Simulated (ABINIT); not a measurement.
# CoSi2 (Fm-3m) in ABINIT: notebook

The runs below take CoSi2 through single point, with PBE.

All numbers are computed with ABINIT 10.8.3 (patched build); they aren't measurements. Logs are shortened: lines on timing, memory, paths and dates and some standing lists are left out, and cuts for length are marked. The log counts tension as positive stress, the text compression.

**1. Starting point**

It takes space group Fm-3m (No. 225, cubic). Conventional cell: a = 5.356 Å, b = 5.356 Å, c = 5.356 Å, α = 90.00°, β = 90.00°, γ = 90.00°. Co (site symmetry m-3m) is surrounded by 8 Si at 2.32 Å. Around Si (site symmetry -43m) lie 4 Co at 2.32 Å.

**2. Single point, PBE, collinear spin, ferromagnetic start**

File run.abi:

```
pp_dirpath "./"
pseudos "27_Co_17_1.6_2.2_pbe_n_v1.0.psp8, 14_Si_4_1.9_1.9_pbe_n_v1.0.psp8"

acell 7.1568915705 7.1568915705 7.1568915705
rprim
     0.0000000000     0.7071067812     0.7071067812
     0.7071067812     0.0000000000     0.7071067812
     0.7071067812     0.7071067812     0.0000000000
ntypat 2
znucl 27 14
natom 3
typat 1 2 2
xred
     0.0000000000     0.0000000000     0.0000000000
     0.7500000000     0.7500000000     0.7500000000
     0.2500000000     0.2500000000     0.2500000000

ecut 30.0

kptopt 1
ngkpt 9 9 9
nshiftk 1
shiftk 0.0 0.0 0.0

ixc 11

nband 17
occopt 3
tsmear 0.05 eV

nsppol 2
spinat
     0.0000000000     0.0000000000     2.0000000000
     0.0000000000     0.0000000000     0.0000000000
     0.0000000000     0.0000000000     0.0000000000

nstep 100
tolvrs 1.0e-10

iomode 3
prtwf 0
prtden 0
prteig 0
prtebands 0
```

Potentials or basis: SPMS NC PBE v1.0.

On the command line:

```
$ abinit run.abi > log 2>&1
```

run.abo:

```text
.Version 10.8.3 of ABINIT
 Symmetries : space group Fm -3 m (#225); Bravais cF (face-center cubic)
================================================================================
 Values of the parameters that define the memory need of the present run
     intxc =       0    ionmov =       0      iscf =       7    lmnmax =       6
     lnmax =       6     mgfft =      36  mpssoang =       3    mqgrid =    3001
     natom =       3  nloc_mem =       1    nspden =       2   nspinor =       1
    nsppol =       2      nsym =      48    n1xccc =    2501    ntypat =       2
    occopt =       3   xclevel =       2
       mpw =        2054          nfft =       46656          nkpt =          35
================================================================================
================================================================================

--------------------------------------------------------------------------------
------------- Echo of variables that govern the present computation ------------
--------------------------------------------------------------------------------
 -outvars: echo values of preprocessed input variables --------
            acell      7.1568915705E+00  7.1568915705E+00  7.1568915705E+00 Bohr
              amu      5.89332000E+01  2.80855000E+01
             ecut      3.00000000E+01 Hartree
              ixc          11
         kptrlatt        9    0    0      0    9    0      0    0    9
          kptrlen      6.44120241E+01
            natom           3
            nband          17
            ngfft          36      36      36
             nkpt          35
           nspden           2
           nsppol           2
            nstep         100
             nsym          48
           ntypat           2
           occopt           3
           prtden           0
        prtebands           0
           prteig           0
            prtwf           0
            rprim      0.0000000000E+00  7.0710678120E-01  7.0710678120E-01
                       7.0710678120E-01  0.0000000000E+00  7.0710678120E-01
                       7.0710678120E-01  7.0710678120E-01  0.0000000000E+00
          spgroup         225
           spinat      0.0000000000E+00  0.0000000000E+00  2.0000000000E+00
                       0.0000000000E+00  0.0000000000E+00  0.0000000000E+00
                       0.0000000000E+00  0.0000000000E+00  0.0000000000E+00
           tolvrs      1.00000000E-10
           tsmear      1.83746611E-03 Hartree
            typat      1  2  2
           xangst      0.0000000000E+00  0.0000000000E+00  0.0000000000E+00
                       4.0169999973E+00  4.0169999973E+00  4.0169999973E+00
                       1.3389999991E+00  1.3389999991E+00  1.3389999991E+00
            xcart      0.0000000000E+00  0.0000000000E+00  0.0000000000E+00
                       7.5910298427E+00  7.5910298427E+00  7.5910298427E+00
                       2.5303432809E+00  2.5303432809E+00  2.5303432809E+00
             xred      0.0000000000E+00  0.0000000000E+00  0.0000000000E+00
                       7.5000000000E-01  7.5000000000E-01  7.5000000000E-01
                       2.5000000000E-01  2.5000000000E-01  2.5000000000E-01
            znucl       27.00000   14.00000

================================================================================

 chkinp: Checking input parameters for consistency.

================================================================================
== DATASET  1 ==================================================================

--- !DatasetInfo
iteration_state: {dtset: 1, }
dimensions: {natom: 3, nkpt: 35, mband: 17, nsppol: 2, nspinor: 1, nspden: 2, mpw: 2054, }
cutoff_energies: {ecut:  30.0, pawecutdg:  -1.0, }
electrons: {nelect:   2.50000000E+01, charge:   0.00000000E+00, occopt:   3.00000000E+00, tsmear:   1.83746611E-03, }
meta: {optdriver: 0, ionmov: 0, optcell: 0, iscf: 7, paral_kgb: 0, }
...

 Exchange-correlation functional for the present dataset will be:
  GGA: Perdew-Burke-Ernzerhof functional - ixc=11
  J.P.Perdew, K.Burke, M.Ernzerhof, PRL 77, 3865 (1996)

 Real(R)+Recip(G) space primitive vectors, cartesian coordinates (Bohr,Bohr^-1):
 R(1)=  0.0000000  5.0606866  5.0606866  G(1)= -0.0988008  0.0988008  0.0988008
 R(2)=  5.0606866  0.0000000  5.0606866  G(2)=  0.0988008 -0.0988008  0.0988008
 R(3)=  5.0606866  5.0606866  0.0000000  G(3)=  0.0988008  0.0988008 -0.0988008
 Unit cell volume ucvol=  2.5921392E+02 bohr^3
 Angles (23,13,12)=  6.00000000E+01  6.00000000E+01  6.00000000E+01 degrees
[... 69 lines left out ...]
pressure_GPa:   3.0096E-01
xred      :
- [  0.0000E+00,   0.0000E+00,   0.0000E+00, Co]
- [  7.5000E-01,   7.5000E-01,   7.5000E-01, Si]
- [  2.5000E-01,   2.5000E-01,   2.5000E-01, Si]
cartesian_forces: # hartree/bohr
- [ -5.54240762E-31,  -5.54240762E-31,   1.66272228E-30, ]
- [ -3.04832419E-30,   3.60256495E-30,  -4.15680571E-30, ]
- [  3.60256495E-30,  -3.04832419E-30,   2.49408343E-30, ]
force_length_stats: {min:   1.83820865E-30, max:   6.28886224E-30, mean:   4.48826213E-30, }
...

 Integrated electronic and magnetization densities in atomic spheres:
 ------------------------------------------------------------------------------------------------------------
 Radius=ratsph(iatom), smearing ratsm=  0.0000. Diff(up-dn)=approximate z local magnetic moment.
    Atom    Radius    up_density   dn_density  Total(up+dn)  Diff(up-dn)
    1 Co   2.00000     7.777324     7.777324     15.554649    -0.000000
    2 Si   2.00000     0.880120     0.880120      1.760239     0.000000
    3 Si   2.00000     0.880120     0.880120      1.760239     0.000000
 ------------------------------------------------------------------------------------------------------------
  Sum:                 9.537563     9.537563     19.075127     0.000000
 Total magnetization (from the atomic spheres):                0.000000
 Total magnetization (exact up - dn):                          0.000000

================================================================================

 ----iterations are completed or convergence reached----

 Mean square residual over all n,k,spin=   12.484E-08; max=  27.984E-06
 reduced coordinates (array xred) for    3 atoms
       0.000000000000      0.000000000000      0.000000000000
       0.750000000000      0.750000000000      0.750000000000
       0.250000000000      0.250000000000      0.250000000000
 rms dE/dt=  1.6594E-29; max dE/dt=  3.3658E-29; dE/dt below (all hartree)
    1      -0.000000000000     -0.000000000000      0.000000000000
    2       0.000000000000      0.000000000000      0.000000000000
    3       0.000000000000     -0.000000000000      0.000000000000

 cartesian coordinates (angstrom) at end:
    1      0.00000000000000     0.00000000000000     0.00000000000000
    2      4.01699999732709     4.01699999732709     4.01699999732709
    3      1.33899999910903     1.33899999910903     1.33899999910903

 cartesian forces (hartree/bohr) at end:
    1     -0.00000000000000    -0.00000000000000     0.00000000000000
    2     -0.00000000000000     0.00000000000000    -0.00000000000000
    3      0.00000000000000    -0.00000000000000     0.00000000000000
 frms,max,avg= 2.8170119E-30 4.1568057E-30   0.000E+00  0.000E+00  0.000E+00 h/b

 cartesian forces (eV/Angstrom) at end:
    1     -0.00000000000000    -0.00000000000000     0.00000000000000
    2     -0.00000000000000     0.00000000000000    -0.00000000000000
    3      0.00000000000000    -0.00000000000000     0.00000000000000
 frms,max,avg= 1.4485658E-28 2.1375154E-28   0.000E+00  0.000E+00  0.000E+00 e/A
 length scales=  7.156891570500  7.156891570500  7.156891570500 bohr
              =  3.787263917443  3.787263917443  3.787263917443 angstroms
 Fermi (or HOMO) energy (hartree) =   0.34383   Average Vxc (hartree)=  -0.43697
 Magnetization (Bohr magneton)=  7.91906452E-09
 Total spin up =  1.25000000E+01   Total spin down =  1.25000000E+01
 Eigenvalues (hartree) for nkpt=  35  k points, SPIN UP:
 kpt#   1, nband= 17, wtk=  0.00137, kpt=  0.0000  0.0000  0.0000 (reduced coord)
  -3.13933   -1.79072   -1.79072   -1.79072   -0.13707    0.19467    0.19467    0.19467
   0.27564    0.27564    0.37244    0.47004    0.47004    0.47004    0.47246    0.47246
   0.47246
      occupation numbers for kpt#   1
   1.00000    1.00000    1.00000    1.00000    1.00000    1.00000    1.00000    1.00000
   1.00000    1.00000    0.00000    0.00000    0.00000    0.00000    0.00000    0.00000
   0.00000
 prteigrs : prtvol=0 or 1, do not print more k-points.

 Eigenvalues (hartree) for nkpt=  35  k points, SPIN DOWN:
 kpt#   1, nband= 17, wtk=  0.00137, kpt=  0.0000  0.0000  0.0000 (reduced coord)
  -3.13933   -1.79072   -1.79072   -1.79072   -0.13707    0.19467    0.19467    0.19467
   0.27564    0.27564    0.37244    0.47004    0.47004    0.47004    0.47246    0.47246
   0.47246
      occupation numbers for kpt#   1
   1.00000    1.00000    1.00000    1.00000    1.00000    1.00000    1.00000    1.00000
   1.00000    1.00000    0.00000    0.00000    0.00000    0.00000    0.00000    0.00000
   0.00000
 prteigrs : prtvol=0 or 1, do not print more k-points.

--- !EnergyTerms
iteration_state     : {dtset: 1, }
comment             : Components of total free energy in Hartree
kinetic             :  5.86504675082179E+01
hartree             :  5.11804228958677E+01
xc                  : -2.64670278649532E+01
Ewald energy        : -8.52028050387277E+01
psp_core            :  3.71274970749393E+00
local_psp           : -1.45429340308734E+02
non_local_psp       : -6.57104297854905E+00
internal            : -1.50126576079384E+02
'-kT*entropy'       : -3.80723569207596E-04
total_energy        : -1.50126956802953E+02
total_energy_eV     : -4.08516260749887E+03
band_energy         : -1.36664569194880E+01
...

 Cartesian components of stress tensor (hartree/bohr^3)
  sigma(1 1)= -1.02292591E-05  sigma(3 2)=  0.00000000E+00
  sigma(2 2)= -1.02292591E-05  sigma(3 1)=  0.00000000E+00
  sigma(3 3)= -1.02292591E-05  sigma(2 1)=  0.00000000E+00

-Cartesian components of stress tensor (GPa)         [Pressure=  3.0096E-01 GPa]
- sigma(1 1)= -3.00955192E-01  sigma(3 2)=  0.00000000E+00
- sigma(2 2)= -3.00955192E-01  sigma(3 1)=  0.00000000E+00
- sigma(3 3)= -3.00955192E-01  sigma(2 1)=  0.00000000E+00

== END DATASET(S) ==============================================================
================================================================================

 -outvars: echo values of variables after computation  --------
            acell      7.1568915705E+00  7.1568915705E+00  7.1568915705E+00 Bohr
           etotal     -1.5012695680E+02
            fcart     -5.5424076158E-31 -5.5424076158E-31  1.6627222847E-30
                      -3.0483241887E-30  3.6025649502E-30 -4.1568057118E-30
                       3.6025649502E-30 -3.0483241887E-30  2.4940834271E-30
            rprim      0.0000000000E+00  7.0710678120E-01  7.0710678120E-01
                       7.0710678120E-01  0.0000000000E+00  7.0710678120E-01
                       7.0710678120E-01  7.0710678120E-01  0.0000000000E+00
           strten     -1.0229259062E-05 -1.0229259062E-05 -1.0229259062E-05
                       0.0000000000E+00  0.0000000000E+00  0.0000000000E+00
           xangst      0.0000000000E+00  0.0000000000E+00  0.0000000000E+00
                       4.0169999973E+00  4.0169999973E+00  4.0169999973E+00
                       1.3389999991E+00  1.3389999991E+00  1.3389999991E+00
             xred      0.0000000000E+00  0.0000000000E+00  0.0000000000E+00
                       7.5000000000E-01  7.5000000000E-01  7.5000000000E-01
                       2.5000000000E-01  2.5000000000E-01  2.5000000000E-01
 Calculation completed.
```

Wall time 93 s (1 thread of Arm Neoverse V2, shared host); peak memory 0.11 GiB.

What came out:

- Free energy: -4085.1626 eV
- Pressure: 0.3 GPa
- Band gap on the k mesh: none (metal or under the smearing width)
- Net moment: 0.00 μB per cell
- Valence electrons inside the program's atomic spheres: Co 15.55; Si 1.76

Levels at points of the mesh, in eV from the Fermi level:
Spin up:
| k point | band 9 | band 10 | band 11 | band 12 | band 13 | band 14 | band 15 | band 16 | band 17 |
| --- | --- | --- | --- | --- | --- | --- | --- | --- | --- |
| (0.00, 0.00, 0.00) | -1.86 | -1.86 | 0.78 | 3.43 | 3.43 | 3.43 | 3.50 | 3.50 | 3.50 |
Spin down:
```tsv
k point	band 10	band 11	band 12	band 13	band 14	band 15	band 16	band 17
(0.00, 0.00, 0.00)	-1.86	0.78	3.43	3.43	3.43	3.50	3.50	3.50
```

Caveat: the starting moments collapsed, and a magnetic state may lie lower.

**3. Single point, PBE, collinear spin, ferromagnetic start**

run.abi, as its differences from that of step 2:

```diff
@@ -1,3 +1,3 @@
 pp_dirpath "./"
-pseudos "27_Co_17_1.6_2.2_pbe_n_v1.0.psp8, 14_Si_4_1.9_1.9_pbe_n_v1.0.psp8"
+pseudos "Co.GGA_PBE-JTH.xml, Si.GGA_PBE-JTH.xml"
 
@@ -17,3 +17,5 @@
 
-ecut 30.0
+ecut 26.0
+pawecutdg 48.0
+pawxcdev 0
 
@@ -37,3 +39,3 @@
 nstep 100
-tolvrs 1.0e-10
+tolvrs 1.0e-9
```

Potentials or basis: JTH PAW PBE v2.0.

On the command line:

```
$ abinit run.abi > log 2>&1
```

Run time: 4.1 min. Hardware: 1 thread of Arm Neoverse V2, shared host; peak memory 0.19 GiB.

Results (log left out):

| Item | Value |
| --- | --- |
| Free energy | -4202.3098 eV |
| Pressure | 0.5 GPa |
| Band gap on the k mesh | none (metal or under the smearing width) |
| Net moment | 0.00 μB per cell |
| Valence electrons inside the program's atomic spheres | Co 15.90; Si 1.53 |

Levels at points of the mesh, in eV from the Fermi level:
Spin up:
```csv
k point,band 10,band 11,band 12,band 13,band 14,band 15,band 16,band 17
"(0.00, 0.00, 0.00)",-1.87,0.75,3.45,3.45,3.45,3.51,3.51,3.51
```
Spin down:
| k point | band 10 | band 11 | band 12 | band 13 | band 14 | band 15 | band 16 | band 17 |
| --- | --- | --- | --- | --- | --- | --- | --- | --- |
| (0.00, 0.00, 0.00) | -1.87 | 0.75 | 3.45 | 3.45 | 3.45 | 3.51 | 3.51 | 3.51 |

Caveat: the starting moments collapsed, and a magnetic state may lie lower.

**4. Single point, PBE, collinear spin, ferromagnetic start**

run.abi, as its differences from that of step 3:

```diff
@@ -1,3 +1,3 @@
 pp_dirpath "./"
-pseudos "Co.GGA_PBE-JTH.xml, Si.GGA_PBE-JTH.xml"
+pseudos "Co.GGA_PBE-ansatz.xml, Si.GGA_PBE-ansatz.xml"
 
@@ -17,5 +17,6 @@
 
-ecut 26.0
-pawecutdg 48.0
+ecut 16.0
+pawecutdg 32.0
 pawxcdev 0
+pawovlp 30
```

Potentials or basis: Ansatz PAW PBE default generated set, frozen core.

On the command line:

```
$ abinit run.abi > log 2>&1
```

It took 92 s on 1 thread of Arm Neoverse V2, shared host; peak memory 0.37 GiB.

It converged, with:

```
Free energy            : -4202.1514 eV
Pressure               : 0.4 GPa
Band gap on the k mesh : none (metal or under the smearing width)
Net moment             : 0.00 μB per cell
```

Levels at points of the mesh, in eV from the Fermi level:
Spin up:
| k point | band 9 | band 10 | band 11 | band 12 | band 13 | band 14 | band 15 | band 16 | band 17 |
| --- | --- | --- | --- | --- | --- | --- | --- | --- | --- |
| (0.00, 0.00, 0.00) | -1.87 | -1.87 | 0.78 | 3.45 | 3.45 | 3.45 | 3.47 | 3.47 | 3.47 |
Spin down:
```csv
k point,band 9,band 10,band 11,band 12,band 13,band 14,band 15,band 16,band 17
"(0.00, 0.00, 0.00)",-1.87,-1.87,0.78,3.45,3.45,3.45,3.47,3.47,3.47
```

Caveat: the atomic spheres overlap; the starting moments collapsed, and a magnetic state may lie lower.
